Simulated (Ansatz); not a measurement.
# CoO (Pm-3m) in Ansatz: reference runs

Reference runs on CoO: the cell as given and a disturbed copy.

Everything below comes from runs of Ansatz 0.2.0. Logs are shortened: lines on timing, memory, paths and dates and some standing lists are left out, and cuts for length are marked.

**1. The structure**

Symmetry: Pm-3m, No. 221, cubic system. Conventional cell: a = 2.571 Å, b = 2.571 Å, c = 2.571 Å, α = 90.00°, β = 90.00°, γ = 90.00°. Co (site symmetry m-3m) is surrounded by 8 O at 2.23 Å. O (site symmetry m-3m) is surrounded by 8 Co at 2.23 Å.

Measurements of this composition are mostly on another form, of space group No. 225.

**2. Single point, PBE, collinear spin, ferromagnetic start**

File input.yaml:

```yaml
crystal:
  lattice:
    - [2.57052631, 0.0, 0.0]
    - [0.0, 2.57052631, 0.0]
    - [0.0, 0.0, 2.57052631]
  atoms:
    - { symbol: Co, position: [0.0, 0.0, 0.0], spin: 2.0 }
    - { symbol: O, position: [0.5, 0.5, 0.5] }
kpoints:
  mp_grid: { grid: [10, 10, 10] }
scf:
  occupations: { method: fermi_dirac, width: 0.05 }
hamiltonian:
  xc: pbe
  pseudopotentials: { kind: all_electron, lapw: { basis_error: 0.001 } }
magnetization:
  spin_polarized: true
output:
  forces: true
  stress: true
  eigenvalues: true
  populations: true
```

Potentials or basis: all-electron LAPW, scalar-relativistic.

Run with:

```console
$ ansatz run input.yaml --threads 2 --pin off --max-ram 6144MiB --backend cpu --events-out ev --progress --plain --runs-dir out
```

Log:

```text
Warning: RAYON_NUM_THREADS=2 ignored (pool sized by the plan → 2); use --threads N
Co: projections on atomic orbitals take those of the free atom 1s2 2s2 2p6 3s2 3p6 3d7 4s2, of charge +0.00 (hamiltonian.pseudopotentials.projection_atoms)
O: projections on atomic orbitals take those of the free atom 1s2 2s2 2p4, of charge +0.00 (hamiltonian.pseudopotentials.projection_atoms)
LAPW: plane waves up to 9.266 Å⁻¹, error target 1.0e-3 eV per atom; small_component_spin mean_spin; O in spheres of 1.013 Å, 8 of its electrons in bands, Dirac shells []; Co in spheres of 1.213 Å, 17 of its electrons in bands, Dirac shells [] (how accurate: hamiltonian.pseudopotentials.lapw.basis_error, Limitations)
Engine: ansatz 0.2.0, aarch64-unknown-linux-gnu
Pseudopotentials: kind: all_electron
Pseudopotential: Co, LAPW, valence charge 17, lapw/all_electron/scalar/gaussian/Co, Koelling and Harmon's equation, gaussian nucleus
Pseudopotential: O, LAPW, valence charge 8, lapw/all_electron/scalar/gaussian/O, Koelling and Harmon's equation, gaussian nucleus
Functional definition: PBE
  parameter kappa = 0.804
  parameter beta = 0.06672455060314922
  exchange = pbe_x(kappa = kappa, mu = beta*pi^2/3)
  correlation = pbe_c(beta = beta)
Crystal: 2 atoms, lattice volume = 16.985 Å³
Basis set: ecut = 327.14445209165757 eV, 251 PW (Γ), exchange–correlation at level 2
Bands: 18, of which v1, the nominal top of the filled ones, is band 13 counted from 1 (12 counted from 0)
Symmetry: 48 space group operations
Space group: Pm-3m (ITA 221), of the structure as read, at distance tolerance 2.6e-5 Å
Magnetic group: BNS 221.92 (UNI 1594), of the structure as read, at distance tolerance 2.6e-5 Å
k-points: 56 of 1000
Non-local potential: Co, projectors of the file, none
Non-local potential: O, projectors of the file, none
Initial density: superposition of atomic densities (chi_scale 0.1, normalization cell, long waves kept (reshape's long-wave potential 0.00 eV rms))
Starting moments: Σ|m| = 2 μB on 1 of 2 sites
Initial wavefunctions: plane waves of lowest kinetic energy (no species holds an atomic orbital)
Functional: x = pbe(κ = 0.804, μ = 0.2195149727645171), c = pbe(β = 0.06672455060314922)
iter 1 solved again at ethr=4.94e-3 eV; its pass at ethr=1.00e-1 eV (dr2=1.23e0 eV) is discarded
SCF iter   1: F=—  HF=-39964.470938 eV  |F-HF|=—  |Δ(HF+E_count)|=         —  Δρ=5.79e-2 (↑5.22e-2 ↓5.79e-2)  dr2=1.23e0  dr2_m=2.17e-1  M=3.000 μB ∫|m|=3.000 μB  β_m=0.30  ethr=4.94e-3  ⟨swp⟩=2.0  Hψ=14029  notcnv=0
Mixer restart at iter 1: flushing history
preconditioner: auto → none  [metal: Δε(μ)=0.025 eV  Ē_g=15.117 eV  σ=0.050 eV  W_gap=0.13  n_scr=6 (ndim 8)  ℏωp=34.9 eV  f_vac=0.000  D(μ)=2.51/eV (n_scr^D=32)  sad-step TF]
SCF iter   2: F=—  HF=-39963.801192 eV  |F-HF|=—  |Δ(HF+E_count)|=   6.70e-1  Δρ=3.20e-2 (↑3.20e-2 ↓2.67e-2)  dr2=1.95e-1  dr2_m=9.68e-2  M=2.990 μB ∫|m|=2.990 μB  β_m=0.45  ethr=4.94e-3  ⟨swp⟩=2.0  Hψ=5936  notcnv=0
SCF iter   3: F=—  HF=-39963.818660 eV  |F-HF|=—  |Δ(HF+E_count)|=         —  Δρ=1.75e-2 (↑1.75e-2 ↓1.35e-2)  dr2=1.15e-1  dr2_m=1.72e-2  M=3.000 μB ∫|m|=3.011 μB  β_m=0.45  ethr=7.80e-4  ⟨swp⟩=2.0  Hψ=6048  notcnv=0
Mixer restart at iter 3: flushing history
iter 4 solved again at ethr=3.61e-6 eV; its pass at ethr=4.60e-4 eV (dr2=9.03e-4 eV) is discarded
SCF iter   4: F=—  HF=-39963.811529 eV  |F-HF|=—  |Δ(HF+E_count)|=         —  Δρ=8.20e-3 (↑8.20e-3 ↓7.26e-3)  dr2=9.01e-4  dr2_m=8.74e-3  M=2.998 μB ∫|m|=3.015 μB  β_m=0.51  ethr=3.61e-6  ⟨swp⟩=2.1  Hψ=9936  notcnv=0
the basis was enlarged: its passes take 2.3 MiB over the memory plan, 2 of 2 planned eigensolver slots
SCF iter   5: F=—  HF=-39963.812549 eV  |F-HF|=—  |Δ(HF+E_count)|=   1.02e-3  Δρ=5.62e-3 (↑5.62e-3 ↓4.38e-3)  dr2=1.23e-2  dr2_m=1.71e-3  M=3.000 μB ∫|m|=3.021 μB  β_m=0.55  ethr=3.61e-6  ⟨swp⟩=3.0  Hψ=6842  notcnv=0
SCF iter   6: F=—  HF=-39963.810511 eV  |F-HF|=—  |Δ(HF+E_count)|=   2.04e-3  Δρ=5.75e-4 (↑3.84e-4 ↓5.75e-4)  dr2=3.51e-5  dr2_m=2.86e-5  M=3.000 μB ∫|m|=3.028 μB  β_m=0.60  ethr=3.61e-6  ⟨swp⟩=3.0  Hψ=6437  notcnv=0
SCF iter   7: F=—  HF=-39963.810645 eV  |F-HF|=—  |Δ(HF+E_count)|=   1.34e-4  Δρ=2.42e-4 (↑1.32e-4 ↓2.42e-4)  dr2=6.24e-6  dr2_m=4.42e-6  M=3.000 μB ∫|m|=3.029 μB  β_m=0.73  ethr=1.40e-7  ⟨swp⟩=2.4  Hψ=5542  notcnv=0
SCF iter   8: F=—  HF=-39963.810720 eV  |F-HF|=—  |Δ(HF+E_count)|=   7.45e-5  Δρ=8.76e-5 (↑9.24e-6 ↓8.76e-5)  dr2=1.51e-6  dr2_m=2.63e-7  M=3.000 μB ∫|m|=3.029 μB  β_m=0.87  ethr=2.50e-8  ⟨swp⟩=2.7  Hψ=5770  notcnv=0
SCF iter   9: F=—  HF=-39963.810726 eV  |F-HF|=—  |Δ(HF+E_count)|=   6.28e-6  Δρ=2.83e-5 (↑6.90e-6 ↓2.83e-5)  dr2=9.10e-8  dr2_m=4.17e-8  M=3.000 μB ∫|m|=3.029 μB  β_m=0.93  ethr=6.03e-9  ⟨swp⟩=2.0  Hψ=5473  notcnv=0
SCF iter  10: F=—  HF=-39963.810726 eV  |F-HF|=—  |Δ(HF+E_count)|=   4.39e-7  Δρ=3.06e-6 (↑1.54e-6 ↓3.06e-6)  dr2=2.41e-9  dr2_m=2.73e-10  M=3.000 μB ∫|m|=3.029 μB  β_m=0.94  ethr=3.64e-10  ⟨swp⟩=2.9  Hψ=5733  notcnv=0
SCF iter  11: F=-39963.810726 eV  HF=-39963.810726 eV  |F-HF|=1.02e-10  |Δ(HF+E_count)|=   1.65e-8  Δρ=3.38e-7 (↑2.02e-7 ↓3.38e-7)  dr2=3.32e-11  dr2_m=1.46e-12  M=3.000 μB ∫|m|=3.029 μB  ethr=9.63e-12  ⟨swp⟩=2.9  Hψ=5653  notcnv=0
SCF 1 converged in 11 iterations: F = -39963.810726 eV  dr2 = 3.32e-11
SCF converged after 11 iterations
Magnetization: 2.9998 μB (13.9999 up, 11.0001 down)
Absolute magnetization: 3.0293 μB (∫|ρ↑−ρ↓|)
Spin contamination: 0.0078 ħ² per cell (⟨S²⟩ above its minimum at these occupations)
Per-site moments (μB) at R_I (Å): [(2.532569859393014, 1.2132165003708526), (0.47510256545627527, 1.0129245520133328)]
Free energy (F): -39963.810726 eV
Harris-Foulkes:  -39963.810726 eV  (|F-HF|=1.02e-10)
Internal energy: -39963.794943 eV  (E = F + TS)
E sigma→0 (E₀):  -39963.802834 eV
Entropy (-TS):   -0.015784 eV (-7.892 meV/atom)
Fermi energy:    16.563504 eV
--- Per-component energies (eV) ---
  E_band       = -1227.317636
  E_kinetic    = 40527.994085
  E_xc         = -1858.140104
  E_electrostatic = -78633.648924  (all electrons and nuclei)
  E_smearing   = -0.015784  (= −TS)
  E_closure    = 0.000000  (closes the sum)
  E_atoms      = -39950.192766  (free atoms, spherical and without spin; not in F)
  Σ components = -39963.810726   (vs F -39963.810726, Δ=0.00e0)
  Basis errors (estimates in eV, not in F): energy 3.3e-4 per atom: plane waves 2.8e-4 (1.5e-4 summed), levels above the bands 7.0e-159, relativity 4.8e-8, radial functions 4.8e-5, core shells 1.8e-9; eigenvalues (radial functions only) 2.4e-6; not estimated: angular momenta, meshes, grids; target (lapw.basis_error) 1.0e-3; muffin-tin radii O 1.013 Å, Co 1.213 Å
--- Forces (eV/Å), atoms counted from 1 ---
  atom   1  Co    -0.00000000     0.00000000     0.00000000
  atom   2  O      0.00000000     0.00000000    -0.00000000
  max |Σ_I F_I| component: 1.22e-29 eV/Å
--- Stress (GPa, compression-positive) ---
       11.626592       0.000000       0.000000
        0.000000      11.626592       0.000000
        0.000000       0.000000      11.626592
  P = ⅓ Tr σ = 11.6266 GPa (116.266 kbar)
--- Band table (eV; the first three rows and the last of 112) ---
  k-point 0 ↑: bands = ["-490.1396", "-80.5574", "-43.7663", "-43.7663", "-43.7663", "-4.3360", "12.0540", "12.0540", "13.5177", "13.5177", "13.5177", "13.9901", "13.9901", "13.9901", "17.5191", "32.2255", "32.2255", "37.1897"]
  k-point 1 ↑: bands = ["-490.1396", "-80.5563", "-43.7778", "-43.7654", "-43.7654", "-4.2241", "11.6548", "12.0882", "13.0612", "13.0612", "13.3092", "13.9981", "14.4811", "14.4811", "18.1801", "31.6432", "32.2743", "36.9917"]
  k-point 2 ↑: bands = ["-490.1396", "-80.5534", "-43.8078", "-43.7628", "-43.7628", "-3.9142", "10.3405", "12.1789", "12.5100", "12.5100", "13.5617", "14.0190", "15.1278", "15.1278", "19.4372", "30.1452", "32.4183", "36.3963"]
  k-point 55 ↓: bands = ["-489.7532", "-77.4950", "-40.9189", "-40.9189", "-40.9189", "-0.2961", "9.9438", "9.9438", "9.9438", "17.2981", "17.2981", "18.7882", "18.7882", "18.7882", "23.7136", "23.7136", "23.7136", "33.1961"]
--- Löwdin populations: 2 sites ---
  site symbol       q [e]    m [muB]
     0     Co     25.9511     2.4799
     1      O      8.9161     0.5318
  spilling = 0.003793 (of n_electrons = 35.000000)
```

Wall time 14 s (2 threads of Arm Neoverse V1, shared host); peak memory 0.41 GiB.

Results:

```yaml
Free_energy: -39963.8107 eV
Pressure: 11.6 GPa
Band_gap_on_the_k_mesh: none (metal or under the smearing width)
Net_moment: 3.00 μB per cell
Absolute_moment: 3.03 μB per cell
Site_moments: Co +2.53; O +0.48 μB
Loewdin_charges: Co +1.05; O -0.92 e
```

Caveat: the atomic charges don't sum to the cell's charge; a cell with one magnetic atom can't hold antiferromagnetic order, which such compounds often take; semilocal functionals often make such compounds metallic where correlation or magnetic order opens a gap, which also shifts bond lengths.

**3. Single point, PBE, collinear spin, ferromagnetic start (atoms moved at random, drawn with an rms of 0.05 Å)**

input.yaml, as its differences from that of step 2:

```diff
@@ -6,4 +6,4 @@
   atoms:
-    - { symbol: Co, position: [0.0, 0.0, 0.0], spin: 2.0 }
-    - { symbol: O, position: [0.5, 0.5, 0.5] }
+    - { symbol: Co, position: [0.012804, 0.002727, -0.003641], spin: 2.0 }
+    - { symbol: O, position: [0.483874, 0.502253, 0.500361] }
 kpoints:
```

Potentials or basis: all-electron LAPW, scalar-relativistic.

Run with:

```console
$ ansatz run input.yaml --threads 2 --pin off --max-ram 6144MiB --backend cpu --events-out ev --progress --plain --runs-dir out
```

Log:

```text
Warning: RAYON_NUM_THREADS=2 ignored (pool sized by the plan → 2); use --threads N
Co: projections on atomic orbitals take those of the free atom 1s2 2s2 2p6 3s2 3p6 3d7 4s2, of charge +0.00 (hamiltonian.pseudopotentials.projection_atoms)
O: projections on atomic orbitals take those of the free atom 1s2 2s2 2p4, of charge +0.00 (hamiltonian.pseudopotentials.projection_atoms)
LAPW: plane waves up to 9.494 Å⁻¹, error target 1.0e-3 eV per atom; small_component_spin mean_spin; O in spheres of 0.989 Å, 8 of its electrons in bands, Dirac shells []; Co in spheres of 1.188 Å, 17 of its electrons in bands, Dirac shells [] (how accurate: hamiltonian.pseudopotentials.lapw.basis_error, Limitations)
[... 9 set-up lines as earlier in the session ...]
Crystal: 2 atoms, lattice volume = 16.985 Å³
Basis set: ecut = 343.4313722333395 eV, 251 PW (Γ), exchange–correlation at level 2
Bands: 18, of which v1, the nominal top of the filled ones, is band 13 counted from 1 (12 counted from 0)
Symmetry: 1 space group operations
Space group: P1 (ITA 1), of the structure as read, at distance tolerance 2.6e-5 Å
Magnetic group: BNS 1.1 (UNI 1), of the structure as read, at distance tolerance 2.6e-5 Å
k-points: 504 of 1000 (time reversal used)
[... 3 set-up lines as earlier in the session ...]
Starting moments: Σ|m| = 2 μB on 1 of 2 sites
[... 1 set-up line as earlier in the session ...]
[... 14 lines left out ...]
SCF iter   8: F=—  HF=-39963.810119 eV  |F-HF|=—  |Δ(HF+E_count)|=   6.86e-5  Δρ=8.41e-5 (↑1.24e-5 ↓8.41e-5)  dr2=1.37e-6  dr2_m=2.44e-7  M=3.000 μB ∫|m|=3.029 μB  β_m=0.86  ethr=2.50e-8  ⟨swp⟩=2.8  Hψ=52331  notcnv=0
SCF iter   9: F=—  HF=-39963.810126 eV  |F-HF|=—  |Δ(HF+E_count)|=   6.35e-6  Δρ=2.77e-5 (↑7.71e-6 ↓2.77e-5)  dr2=9.95e-8  dr2_m=3.91e-8  M=3.000 μB ∫|m|=3.029 μB  β_m=0.93  ethr=5.48e-9  ⟨swp⟩=2.0  Hψ=49335  notcnv=0
SCF iter  10: F=—  HF=-39963.810126 eV  |F-HF|=—  |Δ(HF+E_count)|=   4.08e-7  Δρ=4.12e-6 (↑3.69e-6 ↓4.12e-6)  dr2=1.18e-8  dr2_m=2.53e-10  M=3.000 μB ∫|m|=3.029 μB  β_m=0.86  ethr=3.98e-10  ⟨swp⟩=3.0  Hψ=52756  notcnv=0
SCF iter  11: F=-39963.810126 eV  HF=-39963.810126 eV  |F-HF|=3.45e-9  |Δ(HF+E_count)|=   7.76e-9  Δρ=1.59e-6 (↑6.39e-7 ↓1.59e-6)  dr2=7.85e-10  dr2_m=6.47e-11  M=3.000 μB ∫|m|=3.029 μB  ethr=4.70e-11  ⟨swp⟩=2.9  Hψ=51584  notcnv=0
SCF 1 converged in 11 iterations: F = -39963.810126 eV  dr2 = 7.85e-10
SCF converged after 11 iterations
Magnetization: 2.9998 μB (13.9999 up, 11.0001 down)
Absolute magnetization: 3.0289 μB (∫|ρ↑−ρ↓|)
Spin contamination: 0.0079 ħ² per cell (⟨S²⟩ above its minimum at these occupations)
Per-site moments (μB) at R_I (Å): [(2.5302170307749456, 1.1880931673635429), (0.47363984707087425, 0.9892005279334063)]
Free energy (F): -39963.810126 eV
Harris-Foulkes:  -39963.810126 eV  (|F-HF|=3.45e-9)
Internal energy: -39963.794302 eV  (E = F + TS)
E sigma→0 (E₀):  -39963.802214 eV
Entropy (-TS):   -0.015824 eV (-7.912 meV/atom)
Fermi energy:    16.560599 eV
--- Per-component energies (eV) ---
  E_band       = -1227.355134
  E_kinetic    = 40528.125467
  E_xc         = -1858.164536
  E_electrostatic = -78633.755232  (all electrons and nuclei)
  E_smearing   = -0.015824  (= −TS)
  E_closure    = 0.000000  (closes the sum)
  E_atoms      = -39950.192766  (free atoms, spherical and without spin; not in F)
  Σ components = -39963.810126   (vs F -39963.810126, Δ=0.00e0)
  Basis errors (estimates in eV, not in F): energy 3.3e-4 per atom: plane waves 2.8e-4 (1.5e-4 summed), levels above the bands 2.1e-159, relativity 6.6e-8, radial functions 4.9e-5, core shells 3.6e-9; eigenvalues (radial functions only) 1.3e-6; not estimated: angular momenta, meshes, grids; target (lapw.basis_error) 1.0e-3; muffin-tin radii O 0.989 Å, Co 1.188 Å
--- Forces (eV/Å), atoms counted from 1 ---
  atom   1  Co    -0.01993379    -0.00045825     0.00384971
  atom   2  O      0.01992424     0.00045830    -0.00384827
  max |Σ_I F_I| component: 9.54e-6 eV/Å
--- Stress (GPa, compression-positive) ---
       12.028676       0.015508      -0.130869
        0.015508      12.132868      -0.002223
       -0.130869      -0.002223      12.130649
  P = ⅓ Tr σ = 12.0974 GPa (120.974 kbar)
--- Band table (eV; the first three rows and the last of 1008) ---
  k-point 0 ↑: bands = ["-490.1414", "-80.5542", "-43.7676", "-43.7674", "-43.7548", "-4.3452", "11.9633", "12.0495", "13.4297", "13.4321", "13.6286", "13.9803", "14.0785", "14.0796", "17.5130", "32.1269", "32.2282", "37.1924"]
  k-point 1 ↑: bands = ["-490.1414", "-80.5531", "-43.7789", "-43.7666", "-43.7538", "-4.2335", "11.6235", "12.0201", "13.0199", "13.1526", "13.2806", "14.0005", "14.5106", "14.5364", "18.1707", "31.6325", "32.2066", "36.9928"]
  k-point 2 ↑: bands = ["-490.1414", "-80.5502", "-43.8089", "-43.7641", "-43.7513", "-3.9240", "10.3224", "12.0909", "12.4791", "12.6210", "13.5401", "14.0240", "15.1450", "15.1569", "19.4243", "30.1477", "32.3620", "36.3960"]
  k-point 503 ↓: bands = ["-489.7546", "-77.4932", "-40.9178", "-40.9178", "-40.9162", "-0.3158", "9.9367", "9.9370", "9.9585", "17.2958", "17.3093", "18.7456", "18.7464", "18.8016", "23.7231", "23.7728", "23.7738", "33.1814"]
--- Löwdin populations: 2 sites ---
  site symbol       q [e]    m [muB]
     0     Co     25.9515     2.4787
     1      O      8.9155     0.5329
  spilling = 0.003798 (of n_electrons = 35.000000)
```

It took 2.8 min on 2 threads of Arm Neoverse V1, shared host; peak memory 1.2 GiB.

Results:

* Free energy: -39963.8101 eV
* Pressure: 12.1 GPa
* Largest force: 0.020 eV/Å
* Band gap on the k mesh: none (metal or under the smearing width)
* Net moment: 3.00 μB per cell
* Absolute moment: 3.03 μB per cell
* Site moments: Co +2.53; O +0.47 μB
* Loewdin charges: Co +1.05; O -0.92 e

Forces on the atoms (eV/Å):
```
Co  -0.020  0.000  0.004
O    0.020  0.000 -0.004
```

Stress tensor (GPa, compression positive):
```
12.03  0.02 -0.13
 0.02 12.13  0.00
-0.13  0.00 12.13
```

Caveat: the atomic charges don't sum to the cell's charge; a cell with one magnetic atom can't hold antiferromagnetic order, which such compounds often take; semilocal functionals often make such compounds metallic where correlation or magnetic order opens a gap, which also shifts bond lengths.
